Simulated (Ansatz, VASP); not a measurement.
**AlGaAs2 in two plane-wave programs**

Wanted: the spread between two codes on one cell, functional and k mesh. The cell is generated by rule, not measured, and may not be a known phase. The cell is taken from a series of runs on this material, whose earlier steps may have relaxed, scaled, displaced or heated it; both programs get it as it stands.

Program: Ansatz 0.2.0. Level of theory: plane waves, with VASP 6.6.1 beside it; single point at HSE06. Results are calculated unless marked as measured.

The structure was built from a prototype and need not be the compound's stable phase.

### Step 1. Starting point

Symmetry: P-4m2, No. 115, tetragonal system. Conventional cell: a = 4.013 Å, b = 4.013 Å, c = 5.653 Å, α = 90.00°, β = 90.00°, γ = 90.00°. Ga has 4 As at 2.46 Å nearest. As has 2 Al at 2.45 Å and 2 Ga at 2.46 Å nearest. Al has 4 As at 2.45 Å nearest. It derives from GaAs. Farther neighbours are not listed.

Coordinates:

```xyz
4
Lattice="4.0130 0.0000 0.0000 0.0000 4.0130 0.0000 0.0000 0.0000 5.6531" Properties=species:S:1:pos:R:3 pbc="T T T"
Ga    0.0000    0.0000    0.7059
As    2.0065    0.0000    2.1205
As    0.0000    2.0065    4.9441
Al    2.0065    2.0065    3.5322
```

### Step 2. VASP: single point, HSE06

A single point gives forces, pressure and levels at one fixed geometry, so differences don't come from the geometry; what else differs is listed under the comparison.

Lines of VASP's logs that name or quote its potential files are left out, and so is its time.

The run reads the wave functions of an earlier VASP run, which isn't shown here.

INCAR

```
SYSTEM = AlGaAs2
PREC = Accurate
ENCUT = 400
EDIFF = 1E-06
NELM = 100
ISMEAR = 0
SIGMA = 0.01
LREAL = .FALSE.
ALGO = Normal
LHFCALC = .TRUE.
AEXX = 0.25
GGA = PE
HFSCREEN = 0.208
LASPH = .TRUE.
NBANDS = 19
PRECFOCK = Fast
LORBIT = 11
LWAVE = .FALSE.
LCHARG = .FALSE.
KPAR = 8
ISIF = 2
```

POSCAR

```
AlGaAs2
1.0
    4.0129637100      0.0000000000      0.0000000000
    0.0000000000      4.0129615561      0.0000000000
    0.0000000000      0.0000000000      5.6531360354
Ga As Al
1 2 1
Direct
    0.0000000000      0.0000000000      0.1248691380
    0.5000000000      0.0000000000      0.3751067991
    0.0000000000      0.5000000000      0.8745754091
    0.5000000000      0.5000000000      0.6248211407
```

KPOINTS

```
Automatic mesh
0
Gamma
4 4 4
0 0 0
```

Potentials, in the order of the species: Ga_d, As and Al (PBE family, release 64).

The run is started by

```console
mpirun -np 8 vasp_std
```

Numbers of over 12 decimals in the logs are rounded to 6 here.

Log:

```text
[banner, memory and clock lines left out]
running    8 mpi-ranks, on    1 nodes
 distrk:  each k-point on    1 cores,    8 groups
 distr:  one band on    1 cores,    1 groups

 POSCAR found type information on POSCAR GaAsAl
 POSCAR found :  3 types and       4 ions
|                                                                             |
|           W    W    AA    RRRRR   N    N  II  N    N   GGGG   !!!           |
|           W    W   A  A   R    R  NN   N  II  NN   N  G    G  !!!           |
|           W    W  A    A  R    R  N N  N  II  N N  N  G       !!!           |
|           W WW W  AAAAAA  RRRRR   N  N N  II  N  N N  G  GGG   !            |
|           WW  WW  A    A  R   R   N   NN  II  N   NN  G    G                |
|           W    W  A    A  R    R  N    N  II  N    N   GGGG   !!!           |
|                                                                             |
|     For optimal performance we recommend to set                             |
|       NCORE = 2 up to number-of-cores-per-socket                            |
|     NCORE specifies how many cores store one orbital (NPAR=cpu/NCORE).      |
|     This setting can greatly improve the performance of VASP for DFT.       |
|     The default, NCORE=1 might be grossly inefficient on modern             |
|     multi-core architectures or massively parallel machines. Do your        |
|     Unfortunately you need to use the default for GW and RPA                |
|     calculations (for HF NCORE is supported but not extensively tested      |
|     yet).                                                                   |
|                                                                             |

 LDA part: xc-table for (Slater+PW92), standard interpolation
 found WAVECAR, reading the header
 POSCAR, INCAR and KPOINTS ok, starting setup
 FFT: planning ... GRIDC
 FFT: planning ... GRID_SOFT
 FFT: planning ... GRID
 reading WAVECAR
 the WAVECAR file was read successfully
 initial charge from wavefunction
 entering main loop
       N       E                     dE             d eps       ncg     rms          rms(c)
DAV:   1    -0.207379866215E+02   -0.20738E+02   -0.15482E+00  1581   0.161E+01    0.874E+00
DAV:   2    -0.207421853928E+02   -0.41988E-02   -0.89623E-02  1390   0.358E+00    0.599E+00
DAV:   3    -0.207392370037E+02    0.29484E-02   -0.77137E-03  1594   0.114E+00    0.376E+00
DAV:   4    -0.207383327156E+02    0.90429E-03   -0.10689E-03  1295   0.287E-01    0.223E+00
DAV:   5    -0.207380536570E+02    0.27906E-03   -0.22596E-04  1191   0.104E-01    0.131E+00
DAV:   6    -0.207379676036E+02    0.86053E-04   -0.51175E-05  1315   0.477E-02    0.755E-01
DAV:   7    -0.207379388237E+02    0.28780E-04   -0.11154E-05  1220   0.240E-02    0.432E-01
DAV:   8    -0.207379293230E+02    0.95007E-05   -0.37293E-06  1258   0.125E-02    0.245E-01
DAV:   9    -0.207379266157E+02    0.27073E-05   -0.11976E-06   836   0.675E-03    0.141E-01
DAV:  10    -0.207379260571E+02    0.55858E-06   -0.55623E-07   696   0.501E-03
   1 F= -.20737926E+02 E0= -.20737926E+02  d E =-.151474E-41
```

Parts of OUTCAR (step 2):

```text
ion  position               nearest neighbor table
   1  0.000  0.000  0.125-   2 2.46   2 2.46   3 2.46   3 2.46
   2  0.500  0.000  0.375-   4 2.45   4 2.45   1 2.46   1 2.46
   3  0.000  0.500  0.875-   4 2.45   4 2.45   1 2.46   1 2.46
   4  0.500  0.500  0.625-   2 2.45   2 2.45   3 2.45   3 2.45

  LATTYP: Found a simple tetragonal cell.
 ALAT       =     4.0129637100
 C/A-ratio  =     1.4087184545

 Subroutine GETGRP returns: Found  4 space group operations
 (whereof  4 operations were pure point group operations)

The static configuration has the point symmetry C_2v.

 Found     27 irreducible k-points:

   k-points           NKPTS =     27   k-points in BZ     NKDIM =     64   number of bands    NBANDS=     19

   dimension x,y,z NGX =    28 NGY =   28 NGZ =   40
   dimension x,y,z NGXF=    56 NGYF=   56 NGZF=   80

   ENCUT  =  400.0 eV  29.40 Ry    5.42 a.u.   6.54  6.54  9.22*2*pi/ulx,y,z

   NELECT =      26.0000    total number of electrons

 k-points in reciprocal lattice and weights: Automatic mesh
   0.00000000  0.00000000  0.00000000       0.016
   0.25000000  0.00000000  0.00000000       0.031
   0.00000000  0.25000000  0.00000000       0.031
   0.50000000  0.00000000  0.00000000       0.016
   0.00000000  0.50000000  0.00000000       0.016
   0.25000000  0.25000000  0.00000000       0.062
   0.50000000  0.25000000  0.00000000       0.031
  -0.25000000  0.50000000  0.00000000       0.031
   0.50000000  0.50000000  0.00000000       0.016
[...]
-0.25000000  0.50000000  0.50000000       0.031
   0.50000000  0.50000000  0.50000000       0.016

  exchange ACFDT corr.  =         0.00000000  see jH, gK, PRB 81, 115126

 average (electrostatic) potential at core
       1 -59.3028       2 -46.2576       3 -46.2570       4 -72.5077

 E-fermi :   3.5061

 k-point     1 :       0.0000    0.0000    0.0000
  band No.  band energies     occupation
    ...
      9       0.7688      2.00000
     10       0.7688      2.00000
     11       3.4063      2.00000
     12       3.4065      2.00000
     13       3.4128      2.00000
     14       5.3558      0.00000
     15       5.5517      0.00000
     16       6.2892      0.00000
     17       8.2526      0.00000
     18       8.2527      0.00000
    ...

 k-point     2 :       0.2500    0.0000    0.0000
  band No.  band energies     occupation
    ...
      9      -0.4864      2.00000
     10       0.5547      2.00000
     11       1.2019      2.00000
     12       2.1678      2.00000
     13       3.1644      2.00000
     14       6.1792      0.00000
     15       7.1596      0.00000
     16       8.4409      0.00000
     17       8.7250      0.00000
     18       9.1104      0.00000
    ...

 k-point     3 :       0.0000    0.2500    0.0000
  band No.  band energies     occupation
    ...
      9      -0.4864      2.00000
     10       0.5549      2.00000
     11       1.2019      2.00000
     12       2.1678      2.00000
     13       3.1642      2.00000
     14       6.1788      0.00000
     15       7.1599      0.00000
     16       8.4408      0.00000
     17       8.7251      0.00000
     18       9.1106      0.00000
    ...

  Total        0.3404349      0.3399676     -0.0189717      0.0000000      0.0000000      0.0000000
  in kB        5.9913537      5.9831302     -0.3338856      0.0000000      0.0000000      0.0000000
  external PRESSURE =       3.8801994 kB  Pullay stress =       0.0000000 kB

  energy-cutoff  :      400.00
  volume of cell :       91.04
      direct lattice vectors                 reciprocal lattice vectors
     4.012963710  0.000000000  0.000000000     0.249192386  0.000000000  0.000000000
     0.000000000  4.012961556  0.000000000     0.000000000  0.249192519  0.000000000
     0.000000000  0.000000000  5.653136035     0.000000000  0.000000000  0.176892966

 POSITION                                       TOTAL-FORCE (eV/Angst)
 -----------------------------------------------------------------------------------
      0.00000      0.00000      0.70590         0.000000      0.000000     -0.002200
      2.00648      0.00000      2.12053         0.000000      0.000000      0.067701
      0.00000      2.00648      4.94409         0.000000      0.000000     -0.067347
      2.00648      2.00648      3.53220         0.000000      0.000000      0.001846
 -----------------------------------------------------------------------------------
    total drift:                                0.000012      0.000001      0.000062

  FREE ENERGIE OF THE ION-ELECTRON SYSTEM (eV)
  ---------------------------------------------------
  free  energy   TOTEN  =       -20.7379260571 eV

  energy  without entropy=      -20.7379260571  energy(sigma->0) =      -20.73792606

 total charge
# of ion       s       p       d       tot
------------------------------------------
    1        0.833   0.788  10.010  11.630
    2        1.209   1.690   0.028   2.927
    3        1.209   1.690   0.028   2.927
    4        0.458   0.386   0.000   0.844
--------------------------------------------------
tot          3.710   4.554  10.066  18.329

[... 3 further parts left out ...]
```

The run ends at a pressure of 0.39 GPa, with forces up to 0.068 eV/Å.

(Part 1 of 2 ends here.)

[Lines on the potential files, build, host, timing and source positions are cut from VASP's logs without a mark.]

[Logs are printed without paths, hosts, clocks, repeated set-up lines and the standing remarks that a program may print on its own settings, such as how far it seeks lower states.]

[Hosts, paths, dates, database ids (printed as entryN), source tags and the programs' standing remarks are cut or masked in the printed files.]
